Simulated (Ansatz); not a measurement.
The system is ZrS.

```xyz
2
Lattice="0.0000 2.6250 2.6250 2.6250 0.0000 2.6250 2.6250 2.6250 0.0000" Properties=species:S:1:pos:R:3 pbc="T T T"
Zr    0.0000    0.0000    0.0000
S     2.6250    2.6250    2.6250
```

Base run:

* Program: Ansatz 0.2.0
* Functional: PBEsol
* Potentials or basis: Ansatz PAW
* Cutoff: 420 eV (not typed: the program's choice for these potentials)
* k mesh: 9 × 9 × 9
* Occupations: fermi-dirac, width 0.05 eV
* Spin: no spin polarisation
* Hubbard terms: Zr d U = 2 eV

Its results: band gap on the k mesh none (metal or under the smearing width); pressure -4.4 GPa.

Q: The run is repeated on the same cell with these changes: hubbard terms from Zr d U = 2 eV to Zr d U = 3 eV. What comes out?

A: Band gap on the k mesh none (metal or under the smearing width); pressure -3.2 GPa.

Caveats: U without spin polarisation on a metal has little footing; the PAW data sets come from PBE, with cores solved anew for the run's functional, which leaves a small shift of forces and pressure.
